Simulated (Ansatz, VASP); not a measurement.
## One calculation of Zr, two programs

```
CELL_PARAMETERS angstrom
3.14214 0.00000 0.00000
-1.57107 2.72117 0.00000
0.00000 0.00000 5.10647
ATOMIC_POSITIONS crystal
Zr 0.33333 0.66667 0.25000
Zr 0.66667 0.33333 0.75000
```

Alike in both runs: functional LDA; k mesh 12 × 12 × 8; occupations fermi-dirac, width 0.15 eV; no spin polarisation.

Ansatz relaxed the structure, and its values are those at the end. VASP's run is a single point on that final structure, the one shown.

|  | VASP | Ansatz |
| --- | --- | --- |
| version | VASP 6.6.1 | Ansatz 0.2.0 |
| potentials or method | VASP PAW LDA potentials, release 64 (Zr_sv) | scalar-relativistic, plane waves, PAW |
| plane-wave cutoff (eV) | 520 | 420 |
| valence electrons in the cell | 24 | 24 |

|  | VASP | Ansatz | Ansatz less VASP |
| --- | --- | --- | --- |
| gap on the k mesh at the Fermi level (eV) | none | none | - |
| pressure (GPa) | 0.0 | 0.0 | -0.04 |

A gap of «none» marks a metal or a gap that the smearing closes. Ansatz warned: «pseudo_functional_mismatch».
